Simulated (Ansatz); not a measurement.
Input and command of a plane-wave DFT calculation in Ansatz:

```yaml
crystal:
  lattice:
    - [1.8525903342, -7.3940131193, 0.0]
    - [1.8525903342, 7.3940131193, 0.0]
    - [0.0, 0.0, 3.6790720093]
  atoms:
    - { symbol: Zr, position: [0.8946665385, 0.1053334615, 0.75] }
    - { symbol: Zr, position: [0.1053334615, 0.8946665385, 0.25] }
    - { symbol: Si, position: [0.5530999461, 0.4469000539, 0.75] }
    - { symbol: Si, position: [0.4469000539, 0.5530999461, 0.25] }
    - { symbol: Si, position: [0.1644963718, 0.6064923563, 0.75] }
    - { symbol: Si, position: [0.7496876944, 0.2503123056, 0.25] }
basis:
  ecutwfc: 420
kpoints:
  mp_grid: { grid: [14, 14, 14] }
hamiltonian:
  xc: pbe
scf:
  occupations: { method: gaussian, width: 0.15 }
output:
  forces: true
  stress: true
  eigenvalues: true
```

```bash
ansatz run input.yaml --threads 1 --pin off --max-ram 2560MiB --backend cpu --events-out ev --progress --plain --runs-dir out
```

Processor: Arm Neoverse V1, 1 thread, on a host shared with other jobs.

Q: How long does it run, and how much memory does it take?

A: About 3.9 min on 1 thread of Arm Neoverse V1, on a shared host, peak memory 1.7 GiB. It solves 26 bands at 800 k points (the mesh reduced by symmetry) with about 1979 plane waves, in 6 SCF iterations.
